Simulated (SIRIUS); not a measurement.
# PbSe (Clausthalite) (Fm-3m) in SIRIUS: reference runs

Reference runs on PbSe (Clausthalite): the cell as given.

All numbers are computed with SIRIUS 7.12.0; they aren't measurements. Logs are shortened: lines on timing, memory, paths and dates and some standing lists are left out, and cuts for length are marked. The log counts tension as positive stress, the text compression.

**Measured values to compare with.**

From a printed reference work, monograph, for a bulk crystal of PbSe at 4.2 K: band gap 0.15 eV (direct).

The runs below are set against these values where they give the same quantity.

## Step 1: The crystal as given

The structure is cubic, space group Fm-3m (No. 225). The conventional cell has a = 6.121 Å, b = 6.121 Å, c = 6.121 Å, α = 90.00°, β = 90.00°, γ = 90.00°. Around Pb (site symmetry m-3m) lie 6 Se at 3.06 Å. Around Se (site symmetry m-3m) lie 6 Pb at 3.06 Å.

## Step 2: Single point, PBEsol

The input, sirius.json:

```json
{
  "control": {
    "processing_unit": "cpu",
    "verbosity": 2,
    "num_bands_to_print": 23,
    "print_forces": true,
    "print_stress": true
  },
  "parameters": {
    "electronic_structure_method": "pseudopotential",
    "xc_functionals": ["XC_GGA_X_PBE_SOL", "XC_GGA_C_PBE_SOL"],
    "gk_cutoff": 9.3,
    "pw_cutoff": 18.6,
    "ngridk": [8, 8, 8],
    "shiftk": [0, 0, 0],
    "smearing": "fermi_dirac",
    "smearing_width": 0.0018374661,
    "num_bands": 23,
    "num_mag_dims": 0,
    "num_dft_iter": 100,
    "energy_tol": 1e-08,
    "density_tol": 1e-06
  },
  "iterative_solver": {
    "type": "davidson",
    "min_tolerance": 1e-10
  },
  "mixer": {
    "type": "anderson",
    "beta": 0.7,
    "max_history": 8
  },
  "settings": {
    "tol_ne": 1e-10,
    "pseudo_grid_cutoff": 6.5
  },
  "unit_cell": {
    "lattice_vectors": [
      [0.0, 5.783790263336, 5.783790263336],
      [5.783790263336, 0.0, 5.783790263336],
      [5.783790263336, 5.783790263336, 0.0]
    ],
    "atom_coordinate_units": "lattice",
    "atom_types": ["Pb", "Se"],
    "atom_files": {
      "Pb": "Pb.json",
      "Se": "Se.json"
    },
    "atoms": {
      "Pb": [
        [0.0, 0.0, 0.0]
      ],
      "Se": [
        [0.5, 0.5, 0.5]
      ]
    }
  }
}
```

Potentials or basis: PseudoDojo 0.4.1 PBEsol standard (scalar relativistic).

The run is started by

```sh
$ upf_to_json Pb.upf
$ upf_to_json Se.upf
$ OMP_NUM_THREADS=1 sirius.scf --input=sirius.json --output=out.json --task=0
```

The log of the run:

```text
[info] SIRIUS version : 7.12.0
[info] number of MPI ranks           : 1
[info] MPI grid                      : 1 1
[info] maximum number of OMP threads : 1
[fft] FFT context for density and potential
[fft] =====================================
[fft]   comm size                             : 1
[fft]   plane wave cutoff                     : 18.6
[fft]   grid size                             : 54 54 54   total : 157464
[fft]   grid limits                           : -26 27   -26 27   -26 27
[fft]   number of G-vectors within the cutoff : 21044
[fft]   local number of G-vectors             : 21044
[fft]   number of G-shells                    : 1114
[fft] FFT context for coarse grid
[fft] =====================================
[fft]   comm size                             : 1
[fft]   plane wave cutoff                     : 18.6
[fft]   grid size                             : 54 54 54   total : 157464
[fft]   grid limits                           : -26 27   -26 27   -26 27
[fft]   number of G-vectors within the cutoff : 21044
[fft]   local number of G-vectors             : 21044
[fft]   number of G-shells                    : 1114
[unit cell] lattice vectors
[unit cell]   a1 :       0.0000000000      5.7837902633      5.7837902633
[unit cell]   a2 :       5.7837902633      0.0000000000      5.7837902633
[unit cell]   a3 :       5.7837902633      5.7837902633      0.0000000000
[unit cell] reciprocal lattice vectors
[unit cell]   b1 :      -0.5431719531      0.5431719531      0.5431719531
[unit cell]   b2 :       0.5431719531     -0.5431719531      0.5431719531
[unit cell]   b3 :       0.5431719531      0.5431719531     -0.5431719531
[unit cell] unit cell volume :       386.96136213 [a.u.^3]
[unit cell] 1/sqrt(omega)    :         0.05083539
[unit cell] MT volume        :         0.00000000 ( 0.00%)
[unit cell] IT volume        :       386.96136213 (100.00%)
[unit cell] number of atom types : 2
[unit cell] type id : 0 symbol : Pb mt_radius :  16.770000 num_atoms : 1
[unit cell] type id : 1 symbol : Se mt_radius :  11.970000 num_atoms : 1
[unit cell] total number of atoms : 2
[unit cell] number of symmetry classes : 2
[unit cell] number of PAW atoms : 0
[unit cell] atom id  type id  class id             position                      vector_field
[unit cell] ------------------------------------------------------------------------------------------
[unit cell]      0        0        0      0.00000   0.00000   0.00000      0.00000   0.00000   0.00000
[unit cell]      1        1        1      0.50000   0.50000   0.50000      0.00000   0.00000   0.00000
[unit cell] atom id         position (Cartesian, a.u.)
[... 224 lines left out ...]
[find] | SCF iteration   3 out of 100|
[diagonalize] iterative solver tolerance (occupied, empty): 0.000870894 0.000870894
[diagonalize] average number of iterations: 2.13793
[find] Total energy                   :    -191.41783736 (Ha),    -382.83567473 (Ry)
[find] Free energy (E-TS)             :    -191.41785656 (Ha),    -382.83571313 (Ry)
[find] band gap (eV)                  :       0.21543041
[find] Efermi                         :       0.34644138
[find] iteration : 3, RMS (target) : 2.1633e-03 (1.0000e-06) , energy difference (target) : -1.1948e-04 (1.0000e-08)
[find] | SCF iteration   4 out of 100|
[diagonalize] iterative solver tolerance (occupied, empty): 0.000216328 0.000216328
[diagonalize] average number of iterations: 4.65517
[find] Total energy                   :    -191.41784902 (Ha),    -382.83569804 (Ry)
[... 44 lines left out ...]
[find] | SCF iteration  10 out of 100|
[diagonalize] iterative solver tolerance (occupied, empty): 3.24437e-07 3.24437e-07
[diagonalize] average number of iterations: 1.82759
[find] Total energy                   :    -191.41785134 (Ha),    -382.83570268 (Ry)
[find] Free energy (E-TS)             :    -191.41787117 (Ha),    -382.83574234 (Ry)
[find] band gap (eV)                  :       0.20999197
[find] Efermi                         :       0.34669838
[find] iteration : 10, RMS (target) : 1.1755e-06 (1.0000e-06) , energy difference (target) : 1.8539e-09 (1.0000e-08)
[find] bands are converged : true
[find] iterative solver converged : false
[find] +------------------------------+
[find] | SCF iteration  11 out of 100|
[find] +------------------------------+
[diagonalize] iterative solver tolerance (occupied, empty): 1.17546e-07 1.17546e-07
[diagonalize] average number of iterations: 1.72414
[diagonalize] Lowest band energies
[diagonalize] ik:    0   -1.395651   -1.395651   -1.395562   -1.395562   -1.395562   -0.272322   -0.272322   -0.272322   -0.272229   -0.272229   -0.157135    0.110035    0.274591    0.274591    0.274591    0.514968    0.514968    0.514968    0.580524    0.580524    0.580524    0.640514    0.644952
[diagonalize] ik:    1   -1.395651   -1.395651   -1.395562   -1.395562   -1.395562   -0.272385   -0.272385   -0.272301   -0.272120   -0.272120   -0.152766    0.095680    0.276060    0.276060    0.284438    0.475255    0.490030    0.490030    0.573146    0.593367    0.593367    0.681129    0.695770
[diagonalize] ik:    2   -1.395650   -1.395650   -1.395561   -1.395561   -1.395561   -0.272706   -0.272706   -0.272259   -0.271687   -0.271687   -0.140760    0.063829    0.280388    0.280388    0.304214    0.420285    0.448656    0.448656    0.579799    0.625850    0.625850    0.751211    0.781781
[diagonalize] ik:    3   -1.395650   -1.395650   -1.395561   -1.395560   -1.395560   -0.273030   -0.273030   -0.272228   -0.271249   -0.271249   -0.125578    0.032379    0.286294    0.286294    0.324170    0.377409    0.416311    0.416311    0.614465    0.674895    0.674895    0.762381    0.828830
[diagonalize] ik:    4   -1.395650   -1.395650   -1.395561   -1.395560   -1.395560   -0.273164   -0.273164   -0.272219   -0.271067   -0.271067   -0.117691    0.018442    0.289457    0.289457    0.342839    0.350556    0.403829    0.403829    0.652265    0.716892    0.719959    0.719959    0.775221
[diagonalize] ...
[diagonalize] ik:   24   -1.395651   -1.395649   -1.395562   -1.395559   -1.395558   -0.275551   -0.272601   -0.272009   -0.271083   -0.270905   -0.111971    0.051963    0.204870    0.218329    0.267660    0.463629    0.494513    0.512305    0.559860    0.722108    0.741973    0.762971    0.779403
[diagonalize] ik:   25   -1.395651   -1.395649   -1.395561   -1.395559   -1.395558   -0.275555   -0.272300   -0.272169   -0.271388   -0.270769   -0.105311    0.044528    0.187117    0.211388    0.293056    0.429460    0.503507    0.527299    0.582327    0.665725    0.770205    0.781323    0.805007
[diagonalize] ik:   26   -1.395651   -1.395649   -1.395560   -1.395560   -1.395559   -0.274982   -0.272471   -0.271840   -0.271710   -0.270918   -0.107614    0.039375    0.193858    0.223572    0.312060    0.402493    0.489670    0.518209    0.625308    0.627658    0.733988    0.759922    0.822424
[diagonalize] ik:   27   -1.395652   -1.395649   -1.395562   -1.395559   -1.395558   -0.276458   -0.272679   -0.271823   -0.271004   -0.270639   -0.103361    0.057873    0.166152    0.211492    0.260615    0.482324    0.491416    0.551704    0.566965    0.714067    0.768455    0.810370    0.828423
[diagonalize] ik:   28   -1.395651   -1.395649   -1.395560   -1.395560   -1.395558   -0.275715   -0.272246   -0.271860   -0.271860   -0.270639   -0.102812    0.047438    0.186595    0.186595    0.314297    0.410451    0.523323    0.523323    0.625162    0.625162    0.777156    0.809708    0.811136
[find] Charges and magnetic moments
[find] --------------------------------------------------------------------------------
[find] total charge          : 30.000000
[find] Energy
[find] --------------------------------------------------------------------------------
[find] valence_eval_sum               :     -15.28684489
[find] <rho|V^{XC}>                   :     -28.26008125
[find] <rho|E^{XC}>                   :     -43.78063561
[find] <mag|B^{XC}>                   :       0.00000000
[find] <rho|V^{H}>                    :      99.86448771
[find] one-electron contribution      :     -86.89125135 (Ha),    -173.78250271 (Ry)
[find] hartree contribution           :      49.93224386
[find] xc contribution                :     -43.78063561
[find] ewald contribution             :    -110.67820034
[find] PAW contribution               :       0.00000000
[find] smearing (-TS)                 :      -0.00001983
[find] SCF correction                 :      -0.00000789
[find] Total energy                   :    -191.41785134 (Ha),    -382.83570267 (Ry)
[find] Free energy (E-TS)             :    -191.41787117 (Ha),    -382.83574234 (Ry)
[find] band gap (eV)                  :       0.20998820
[find] Efermi                         :       0.34669850
[find] iteration : 11, RMS (target) : 6.3992e-07 (1.0000e-06) , energy difference (target) : 4.1493e-10 (1.0000e-08)
[find] bands are converged : true
[find] iterative solver converged : false
[find] converged after 12 SCF iterations!
[find] Charges and magnetic moments
[find] --------------------------------------------------------------------------------
[find] total charge          : 30.000000
[find] Energy
[find] --------------------------------------------------------------------------------
[find] valence_eval_sum               :     -15.28684489
[find] <rho|V^{XC}>                   :     -28.26008125
[find] <rho|E^{XC}>                   :     -43.78063561
[find] <mag|B^{XC}>                   :       0.00000000
[find] <rho|V^{H}>                    :      99.86448771
[find] one-electron contribution      :     -86.89125135 (Ha),    -173.78250271 (Ry)
[find] hartree contribution           :      49.93224386
[find] xc contribution                :     -43.78063561
[find] ewald contribution             :    -110.67820034
[find] PAW contribution               :       0.00000000
[find] smearing (-TS)                 :      -0.00001983
[find] SCF correction                 :      -0.00000789
[find] Total energy                   :    -191.41785134 (Ha),    -382.83570267 (Ry)
[find] Free energy (E-TS)             :    -191.41787117 (Ha),    -382.83574234 (Ry)
[find] band gap (eV)                  :       0.20998820
[find] Efermi                         :       0.34669850
[ground_state] === stress tensor components [kbar] ===
[ground_state] === stress_kin ===
[ground_state] -57208.767984    0.000000   -0.000000
[ground_state]     0.000000-57208.767984    0.000000
[ground_state]    -0.000000    0.000000-57208.767984
[ground_state] === stress_har ===
[ground_state] -12654.641044    0.000000   -0.000000
[ground_state]     0.000000-12654.641044    0.000000
[ground_state]    -0.000000    0.000000-12654.641044
[ground_state] === stress_ewald ===
[ground_state] 28049.868953    0.000000    0.000000
[ground_state]     0.00000028049.868953    0.000000
[ground_state]     0.000000    0.00000028049.868953
[ground_state] === stress_vloc ===
[ground_state]  -604.439802    0.000000    0.000000
[ground_state]     0.000000 -604.439802    0.000000
[ground_state]     0.000000    0.000000 -604.439802
[ground_state] === stress_xc ===
[ground_state] -11640.384957    0.000000   -0.000000
[ground_state]     0.000000-11640.384957    0.000000
[ground_state]    -0.000000    0.000000-11640.384957
[ground_state] === stress_core ===
[ground_state] 19043.629827    0.000000    0.000000
[ground_state]     0.00000019043.629827    0.000000
[ground_state]     0.000000    0.00000019043.629827
[ground_state] === stress_nonloc ===
[ground_state] 35019.666231    0.000000   -0.000000
[ground_state]     0.00000035019.666231    0.000000
[ground_state]    -0.000000    0.00000035019.666231
[ground_state] === stress_us_nl ===
[ground_state] 35019.666231    0.000000   -0.000000
[ground_state]     0.00000035019.666231    0.000000
[ground_state]    -0.000000    0.00000035019.666231
[ground_state] === stress_total ===
[ground_state]     4.931224    0.000000   -0.000000
[ground_state]     0.000000    4.931224    0.000000
[ground_state]    -0.000000    0.000000    4.931224
[ground_state] ==== total Forces in Ha/bohr =====
[ground_state] atom:    0, force:       0.0000000      0.0000000      0.0000000
[... 14 lines left out ...]
[ground_state] atom:    0, force:       0.0000000      0.0000000      0.0000000
[ground_state] atom:    1, force:       0.0000000      0.0000000      0.0000000
[~DFT_ground_state] local op. applied: 17284
[~DFT_ground_state] evp. work count: 2960.51
[~DFT_ground_state] number of iterative solver steps: 967
```

It took 43 s on 1 thread of AMD EPYC 9R45 (Zen 5), shared host; peak memory 0.46 GiB.

Results:

```
Free energy            : -5208.7456 eV
Pressure               : -0.5 GPa
Band gap on the k mesh : 0.21 eV
```

Caveat: spin-orbit coupling is left out, which as a rule narrows the gap of such compounds by several tenths of an eV.

## Step 3: Against experiment

Step 2. Measured gap of PbSe: 0.15 eV (direct; 4.2 K; a printed reference work, monograph). This calculation gives 0.21 eV (+0.06 eV). 2 values of this kind are on record (0.15 to 0.28 eV); this one was drawn at random. Spin-orbit coupling on Pb, Se is left out. The value is that of PBEsol on a finite k mesh, which can miss the band edges, without temperature or zero-point motion.
